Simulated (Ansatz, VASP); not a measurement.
## Two plane-wave programs on H3Rh

```
H Rh
1.0
     3.32846    0.00000    0.00000
     0.00000    3.32846    0.00000
     0.00000    0.00000    3.32846
H Rh
3 1
Direct
  0.00000 0.50000 0.50000
  0.50000 0.00000 0.50000
  0.50000 0.50000 0.00000
  0.50000 0.50000 0.50000
```

Alike in both runs: functional PBE; k mesh 6 × 6 × 6; occupations gaussian, width 0.1 eV; no spin polarisation.

Ansatz relaxed the structure, and its values are those at the end. VASP's run is a single point on that final structure, the one shown.

|  | VASP | Ansatz |
| --- | --- | --- |
| version | VASP 6.6.1 | Ansatz 0.2.0 |
| potentials or method | VASP PAW PBE potentials, release 64 (H, Rh_pv) | scalar-relativistic, plane waves, PAW |
| plane-wave cutoff (eV) | 520 | 420 |
| valence electrons in the cell | 18 | 20 |

VASP gave:

```
gap on the k mesh at the Fermi level (eV) : none
pressure (GPa)                            : 0.1
```

Which values does Ansatz return?

gap on the k mesh at the Fermi level (eV): none; pressure (GPa): 0.2.

A gap of «none» marks a metal or a gap that the smearing closes. With one functional, cell and mesh, what is left measures potentials, basis and numerics. The two sets of potentials don't hold the same shells in valence.
